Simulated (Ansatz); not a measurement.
# CuAu (R-3m) in Ansatz: a series of runs

Runs on CuAu. Level: LDA. Tasks: single point, equation of state.

Program: Ansatz 0.2.0. These are calculated values, not measurements. Logs are shortened: lines on timing, memory, paths and dates and some standing lists are left out, and cuts for length are marked.

### 1 The crystal as given

It takes space group R-3m (No. 166, trigonal). The conventional cell has a = 2.886 Å, b = 2.886 Å, c = 12.769 Å, α = 90.00°, β = 90.00°, γ = 120.00°. Au (site symmetry -3m) is surrounded by 6 Cu at 2.70 Å and 6 Au at 2.89 Å. Cu (site symmetry -3m) is surrounded by 6 Au at 2.70 Å and 6 Cu at 2.89 Å.

The cell comes from a database or a generator and needn't be the stable form of this composition.

### 2 Single point, LDA, 14.43 Å³/atom (volume scaled by 0.94)

Contents of input.yaml:

```yaml
crystal:
  lattice:
    - [1.4135984423, 0.8161414412, 4.1692857537]
    - [-1.4135984423, 0.8161414412, 4.1692857537]
    - [0.0, -1.6322828824, 4.1692857537]
  atoms:
    - { symbol: Au, position: [0.0, 0.0, 0.0] }
    - { symbol: Cu, position: [0.5, 0.5, 0.5] }
hamiltonian:
  xc: lda
  pseudopotentials: { kind: paw }
kpoints:
  mp_grid: { grid: [11, 11, 11] }
scf:
  occupations: { method: fermi_dirac, width: 0.05 }
output:
  forces: true
  stress: true
  eigenvalues: true
```

Potentials or basis: Ansatz PAW.

The run is started by

```console
ansatz run input.yaml --threads 2 --pin off --max-ram 5632MiB --backend cpu --events-out ev --progress --plain --runs-dir out
```

Output:

```text
Warning: RAYON_NUM_THREADS=2 ignored (pool sized by the plan → 2); use --threads N
basis.fft_grid_basis auto: the FFT boxes are laid along the combinations [[1, 0, -1], [0, 1, -1], [0, 0, 1]] of the cell's own vectors, 2.827, 2.827 and 4.477 Å long. The dense box has 20×20×30 points. Along the cell's own vectors, as sized, it would have 30×30×30, 2.25 times as many. Of the 12 symmetry operations that the crystal satisfies within crystal.symmetry.tolerance (time reversal apart; of a slab, those that keep its plane) the dense box along the cell's own vectors carries 12, and the one as laid loses 8 of those. basis.fft_grid_basis: typed keeps the cell's own vectors: state it where this run's energies or levels are differenced outside the engine with another run's, or held beside a run that keeps those vectors.
Engine: ansatz 0.2.0, aarch64-unknown-linux-gnu
Pseudopotentials: kind: paw
Pseudopotential: Au, paw, valence charge 19, recommended cutoff 420 eV (normal), Au.paw.azcp
Pseudopotential: Cu, paw, valence charge 19, recommended cutoff 420 eV (normal), Cu.paw.azcp
Functional definition: SPW92
  exchange = slater_x
  correlation = pw_c
Crystal: 2 atoms, lattice volume = 28.861 Å³
Basis set: ecut = 420 eV, 553 PW (Γ), FFT grids on a1−a3, a2−a3, a3
Bands: 23, of which v1, the nominal top of the filled ones, is band 19 counted from 1 (18 counted from 0)
Symmetry: 12 space group operations
Space group: R-3m (ITA 166), of the structure as read, at distance tolerance 3.1e-5 Å
k-points: 146 of 1331
Non-local potential: Au, projectors of the file, l = 0: 3, l = 1: 2, l = 2: 2, l = 3: 1
Non-local potential: Cu, projectors of the file, l = 0: 3, l = 1: 2, l = 2: 3, l = 3: 1
PAW form: soft (Blöchl's): semilocal exchange-correlation on the pseudo side does not see the compensation charge
PAW frozen core: Au, regenerated for the run's functional, and the local potential with it (the file was generated under x = pbe(κ = 0.804, μ = 0.2195149727645171), c = pbe(β = 0.06672455060314922))
PAW frozen core: Cu, regenerated for the run's functional, and the local potential with it (the file was generated under x = pbe(κ = 0.804, μ = 0.2195149727645171), c = pbe(β = 0.06672455060314922))
PAW one-centre angular grid: Au, 590 points (default); XC on 64 Gauss nodes
PAW one-centre angular grid: Cu, 590 points (default); XC on 64 Gauss nodes
Initial density: superposition of atomic densities (neutral atoms: chi_scale 0, normalization atom), corrected by the library's trained network
Initial wavefunctions: pseudopotential atomic-orbital guess
Functional: x = slater, c = lda
SCF iter   1: F=—  HF=-19420.613064 eV  |F-HF|=—  |Δ(HF+E_count)|=         —  Δρ=2.09e-2  dr2=6.52e-2  ethr=1.77e-3  ⟨swp⟩=5.6  Hψ=12991  notcnv=0
preconditioner: auto → Kerker (q_TF=auto, 2.856 Å⁻¹)  [metal: Δε(μ)=0.035 eV  Ē_g=10.760 eV  σ=0.050 eV  W_gap=0.17  n_scr=14 (ndim 8)  ℏωp=32.4 eV  f_vac=0.000  D(μ)=0.99/eV (n_scr^D=2)]
SCF iter   2: F=—  HF=-19420.601316 eV  |F-HF|=—  |Δ(HF+E_count)|=   1.17e-2  Δρ=3.41e-3  dr2=1.65e-3  ethr=1.72e-4  ⟨swp⟩=2.0  Hψ=5917  notcnv=0  defer=5
SCF iter   3: F=—  HF=-19420.600563 eV  |F-HF|=—  |Δ(HF+E_count)|=   7.53e-4  Δρ=2.61e-3  dr2=1.10e-3  ethr=4.34e-6  ⟨swp⟩=2.3  Hψ=5448  notcnv=0  defer=5
SCF iter   4: F=—  HF=-19420.600188 eV  |F-HF|=—  |Δ(HF+E_count)|=   3.75e-4  Δρ=2.24e-4  dr2=2.87e-5  ethr=2.91e-6  ⟨swp⟩=2.8  Hψ=5059  notcnv=0  defer=5
SCF iter   5: F=—  HF=-19420.600213 eV  |F-HF|=—  |Δ(HF+E_count)|=   2.48e-5  Δρ=9.09e-5  dr2=4.62e-6  ethr=7.55e-8  ⟨swp⟩=2.0  Hψ=4591  notcnv=0  defer=5
SCF iter   6: F=—  HF=-19420.600212 eV  |F-HF|=—  |Δ(HF+E_count)|=   1.51e-6  Δρ=3.26e-5  dr2=6.28e-7  ethr=1.22e-8  ⟨swp⟩=2.3  Hψ=4982  notcnv=0  defer=5
SCF iter   7: F=—  HF=-19420.600211 eV  |F-HF|=—  |Δ(HF+E_count)|=   1.51e-7  Δρ=1.61e-5  dr2=1.42e-7  ethr=2.63e-10  ⟨swp⟩=5.0  Hψ=13986  notcnv=0
SCF iter   8: F=-19420.600211 eV  HF=-19420.600211 eV  |F-HF|=1.83e-9  |Δ(HF+E_count)|=   3.01e-8  Δρ=2.97e-6  dr2=1.79e-9  ethr=2.63e-10  ⟨swp⟩=4.5  Hψ=11311  notcnv=0
SCF 1 converged in 8 iterations: F = -19420.600211 eV  dr2 = 1.79e-9
SCF converged after 8 iterations
Free energy (F): -19420.600211 eV
Harris-Foulkes:  -19420.600211 eV  (|F-HF|=1.83e-9)
Internal energy: -19420.592382 eV  (E = F + TS)
E sigma→0 (E₀):  -19420.596297 eV
Entropy (-TS):   -0.007830 eV (-3.915 meV/atom)
Fermi energy:    18.894646 eV
--- Per-component energies (eV) ---
  E_band       = -562.934106
  E_kinetic    = 905.914016
  E_local      = -5890.712630  (includes V_loc(G=0)·N_el)
  E_nonlocal   = 478.755978
  E_hartree    = 2579.496754
  E_xc         = -315.878516
  E_vxc        = -390.654879  (∫ρ·V_xc dr)
  E_paw        = -11019.860202  (= ΣΔE_a)
  E_vpaw       = -825.235128  (= ΣTr[D̂ρ^β])
  E_aug_tail   = 0.001456  (compensation charges beyond the density's cutoff)
  E_ewald      = -6159.281617
  E_core_change = 0.972378  (= ΣΔE_core)
  E_smearing   = -0.007830  (= −TS)
  E_closure    = -0.000000  (closes the sum)
  Σ components = -19420.600211   (vs F -19420.600211, Δ=0.00e0)
--- Forces (eV/Å), atoms counted from 1 ---
  atom   1  Au    -0.00000000     0.00000000    -0.00000000
  atom   2  Cu    -0.00000000     0.00000000    -0.00000000
  max |Σ_I F_I| component: 1.01e-28 eV/Å
--- Stress (GPa, compression-positive) ---
       -4.982403       0.000000       0.000000
        0.000000      -4.982403      -0.000000
        0.000000      -0.000000      -3.313850
  P = ⅓ Tr σ = -4.4262 GPa (-44.262 kbar)
--- Band table (eV; the first three rows and the last of 146) ---
  k-point 0: bands = ["-92.6996", "-87.1961", "-50.5449", "-50.5064", "-50.5064", "-38.5429", "-38.3973", "-38.3973", "8.7973", "11.9685", "13.7990", "13.7990", "14.8883", "14.8883", "15.9548", "16.5403", "16.5403", "17.2518", "17.2518", "18.5704", "23.7875", "33.4089", "35.1907"]
  k-point 1: bands = ["-92.6995", "-87.1953", "-50.5446", "-50.5084", "-50.5069", "-38.5409", "-38.4144", "-38.4016", "9.0666", "12.1268", "13.6906", "13.9702", "14.6732", "14.9020", "15.9894", "16.4875", "16.5714", "16.7005", "17.1999", "19.4489", "23.8965", "33.1809", "34.0547"]
  k-point 2: bands = ["-92.6990", "-87.1929", "-50.5439", "-50.5136", "-50.5083", "-38.5357", "-38.4603", "-38.4131", "9.8276", "12.5153", "13.4983", "14.1285", "14.4375", "14.9527", "15.9954", "16.1756", "16.4301", "16.6606", "17.0635", "20.7731", "24.3744", "30.1990", "33.9864"]
  k-point 145: bands = ["-92.6995", "-87.1953", "-50.5442", "-50.5084", "-50.5069", "-38.5426", "-38.4145", "-38.4017", "10.3626", "12.3698", "13.8132", "13.8876", "14.1490", "15.2261", "15.4473", "16.1398", "16.2068", "16.2151", "16.6247", "16.7762", "31.7429", "33.0884", "34.0099"]
```

Run time: 2.8 s. Hardware: 2 threads of Arm Neoverse V2, shared host; peak memory 0.36 GiB.

Results:

```yaml
Free_energy: -19420.6002 eV
Pressure: -4.4 GPa
Band_gap_on_the_k_mesh: none (metal or under the smearing width)
```

Caveat: the PAW data sets come from PBE, with cores solved anew for the run's functional, which leaves a small shift of forces and pressure.

### 3 Single point, LDA, 14.74 Å³/atom (volume scaled by 0.96)

Edit input.yaml of step 2 so:

```diff
@@ -2,5 +2,5 @@
   lattice:
-    - [1.4135984423, 0.8161414412, 4.1692857537]
-    - [-1.4135984423, 0.8161414412, 4.1692857537]
-    - [0.0, -1.6322828824, 4.1692857537]
+    - [1.4235536889, 0.8218891055, 4.1986478884]
+    - [-1.4235536889, 0.8218891055, 4.1986478884]
+    - [0.0, -1.643778211, 4.1986478884]
   atoms:
```

Potentials or basis: Ansatz PAW.

The run is started by

```console
ansatz run input.yaml --threads 2 --pin off --max-ram 5632MiB --backend cpu --events-out ev --progress --plain --runs-dir out
```

Run time: 2.8 s. Hardware: 2 threads of Arm Neoverse V2, shared host; peak memory 0.37 GiB.

The run converged. Its results:

```yaml
Free_energy: -19420.5770 eV
Pressure: -7.6 GPa
Band_gap_on_the_k_mesh: none (metal or under the smearing width)
```

Caveat: the PAW data sets come from PBE, with cores solved anew for the run's functional, which leaves a small shift of forces and pressure.

### 4 Single point, LDA, 15.04 Å³/atom (volume scaled by 0.98)

Edit input.yaml of step 3 so:

```diff
@@ -2,5 +2,5 @@
   lattice:
-    - [1.4235536889, 0.8218891055, 4.1986478884]
-    - [-1.4235536889, 0.8218891055, 4.1986478884]
-    - [0.0, -1.643778211, 4.1986478884]
+    - [1.4333716108, 0.8275574853, 4.2276049958]
+    - [-1.4333716108, 0.8275574853, 4.2276049958]
+    - [0.0, -1.6551149707, 4.2276049958]
   atoms:
```

The run is started by

```console
ansatz run input.yaml --threads 2 --pin off --max-ram 5632MiB --backend cpu --events-out ev --progress --plain --runs-dir out
```

Run time: 2.7 s. Hardware: 2 threads of Arm Neoverse V2, shared host; peak memory 0.37 GiB.

It converged, with:

```yaml
Free_energy: -19420.5423 eV
Pressure: -10.4 GPa
Band_gap_on_the_k_mesh: none (metal or under the smearing width)
```

Caveat: the PAW data sets come from PBE, with cores solved anew for the run's functional, which leaves a small shift of forces and pressure.

### 5 Single point, LDA, 15.35 Å³/atom

Edit input.yaml of step 4 so:

```diff
@@ -2,5 +2,5 @@
   lattice:
-    - [1.4333716108, 0.8275574853, 4.2276049958]
-    - [-1.4333716108, 0.8275574853, 4.2276049958]
-    - [0.0, -1.6551149707, 4.2276049958]
+    - [1.4430568479, 0.8331492596, 4.2561707609]
+    - [-1.4430568479, 0.8331492596, 4.2561707609]
+    - [0.0, -1.6662985192, 4.2561707609]
   atoms:
@@ -19 +19,5 @@
   eigenvalues: true
+  write_density: true
+  write_potential: true
+  elf: true
+  volumetric_format: npy
```

The run is started by

```console
ansatz run input.yaml --threads 2 --pin off --max-ram 5632MiB --backend cpu --events-out ev --progress --plain --runs-dir out
```

It took 3.9 s on 2 threads of Arm Neoverse V2, shared host; peak memory 0.37 GiB.

It converged, with:

```yaml
Free_energy: -19420.4978 eV
Pressure: -12.8 GPa
Band_gap_on_the_k_mesh: none (metal or under the smearing width)
```

Caveat: the PAW data sets come from PBE, with cores solved anew for the run's functional, which leaves a small shift of forces and pressure.

### 6 Single point, LDA, 15.66 Å³/atom (volume scaled by 1.02)

Contents of input.yaml:

```yaml
crystal:
  lattice:
    - [1.4526137943, 0.8386669652, 4.2843581437]
    - [-1.4526137943, 0.8386669652, 4.2843581437]
    - [0.0, -1.6773339303, 4.2843581437]
  atoms:
    - { symbol: Au, position: [0.0, 0.0, 0.0] }
    - { symbol: Cu, position: [0.5, 0.5, 0.5] }
hamiltonian:
  xc: lda
  pseudopotentials: { kind: paw }
kpoints:
  mp_grid: { grid: [11, 11, 11] }
scf:
  occupations: { method: fermi_dirac, width: 0.05 }
output:
  forces: true
  stress: true
  eigenvalues: true
```

Potentials or basis: Ansatz PAW.

The run is started by

```console
ansatz run input.yaml --threads 2 --pin off --max-ram 5632MiB --backend cpu --events-out ev --progress --plain --runs-dir out
```

It took 2.9 s on 2 threads of Arm Neoverse V2, shared host; peak memory 0.37 GiB.

It converged, with:

```yaml
Free_energy: -19420.4447 eV
Pressure: -14.9 GPa
Band_gap_on_the_k_mesh: none (metal or under the smearing width)
```

Caveat: the PAW data sets come from PBE, with cores solved anew for the run's functional, which leaves a small shift of forces and pressure.

### 7 Single point, LDA, 15.97 Å³/atom (volume scaled by 1.04)

Edit input.yaml of step 6 so:

```diff
@@ -2,5 +2,5 @@
   lattice:
-    - [1.4526137943, 0.8386669652, 4.2843581437]
-    - [-1.4526137943, 0.8386669652, 4.2843581437]
-    - [0.0, -1.6773339303, 4.2843581437]
+    - [1.4620466157, 0.8441130071, 4.3121794307]
+    - [-1.4620466157, 0.8441130071, 4.3121794307]
+    - [0.0, -1.6882260143, 4.3121794307]
   atoms:
@@ -19 +19,5 @@
   eigenvalues: true
+  write_density: true
+  write_potential: true
+  elf: true
+  volumetric_format: npy
```

The run is started by

```console
ansatz run input.yaml --threads 2 --pin off --max-ram 5632MiB --backend cpu --events-out ev --progress --plain --runs-dir out
```

Wall time 4 s (2 threads of Arm Neoverse V2, shared host); peak memory 0.38 GiB.

The run converged. Its results:

| Item | Value |
| --- | --- |
| Free energy | -19420.3842 eV |
| Pressure | -16.6 GPa |
| Band gap on the k mesh | none (metal or under the smearing width) |

Caveat: the PAW data sets come from PBE, with cores solved anew for the run's functional, which leaves a small shift of forces and pressure.

### 8 Single point, LDA, 16.27 Å³/atom (volume scaled by 1.06)

Contents of input.yaml:

```yaml
crystal:
  lattice:
    - [1.4713592656, 0.8494896681, 4.3396462822]
    - [-1.4713592656, 0.8494896681, 4.3396462822]
    - [0.0, -1.6989793362, 4.3396462822]
  atoms:
    - { symbol: Au, position: [0.0, 0.0, 0.0] }
    - { symbol: Cu, position: [0.5, 0.5, 0.5] }
hamiltonian:
  xc: lda
  pseudopotentials: { kind: paw }
kpoints:
  mp_grid: { grid: [11, 11, 11] }
scf:
  occupations: { method: fermi_dirac, width: 0.05 }
output:
  forces: true
  stress: true
  eigenvalues: true
```

The run is started by

```console
ansatz run input.yaml --threads 2 --pin off --max-ram 5632MiB --backend cpu --events-out ev --progress --plain --runs-dir out
```

Wall time 2.9 s (2 threads of Arm Neoverse V2, shared host); peak memory 0.37 GiB.

Results (log left out):

```
Free energy            : -19420.3174 eV
Pressure               : -18.2 GPa
Band gap on the k mesh : none (metal or under the smearing width)
```

Caveat: the PAW data sets come from PBE, with cores solved anew for the run's functional, which leaves a small shift of forces and pressure.

### 9 Equation of state, LDA

Potentials or basis: Ansatz PAW.

This step only gathers the single runs of the series.

Results:

```
Equilibrium volume                        : 14.07 Å³/atom (rough: see the caveat)
Bulk modulus at fixed shape and positions : 186 GPa (rough)
```

Energy against volume, from the lowest point:
```
volume (Å³/atom)  energy (meV/atom)
          14.430               0.00
          14.737              11.61
          15.044              28.94
          15.351              51.21
          15.658              77.75
          15.965             107.99
          16.272             141.40
```

Caveat: the minimum lies outside the volumes run; the cell was scaled at fixed shape and fractional positions, which overstates the stiffness of a crystal with free parameters, most of all of layers and chains.
